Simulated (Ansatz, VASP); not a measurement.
## Two plane-wave programs on MgB2

```
Mg B
1.0
     3.02668    0.00000    0.00000
    -1.51334    2.62118    0.00000
     0.00000    0.00000    3.54109
Mg B
1 2
Direct
  0.00000 0.00000 0.00000
  0.66667 0.33333 0.50000
  0.33333 0.66667 0.50000
```

Change from the starting cell: biaxial strain in the a-b plane, c and atoms relaxed: -1.5 %.

Alike in both runs: functional PBE; k mesh 15 × 15 × 12; occupations gaussian, width 0.1 eV; no spin polarisation.

Ansatz relaxed the structure, and its values are those at the end. VASP's run is a single point on that final structure, the one shown.

```csv
,VASP,Ansatz
version,VASP 6.6.1,Ansatz 0.2.0
potentials or method,"VASP PAW PBE potentials, release 64 (Mg, B)","scalar-relativistic, plane waves, PAW"
plane-wave cutoff (eV),520,420
valence electrons in the cell,8,16
```

```tsv
	VASP	Ansatz	Ansatz less VASP
gap on the k mesh at the Fermi level (eV)	none	none	-
pressure (GPa)	5.0	5.2	+0.25
```

A gap of «none» marks a metal or a gap that the smearing closes. The two sets of potentials don't hold the same shells in valence.
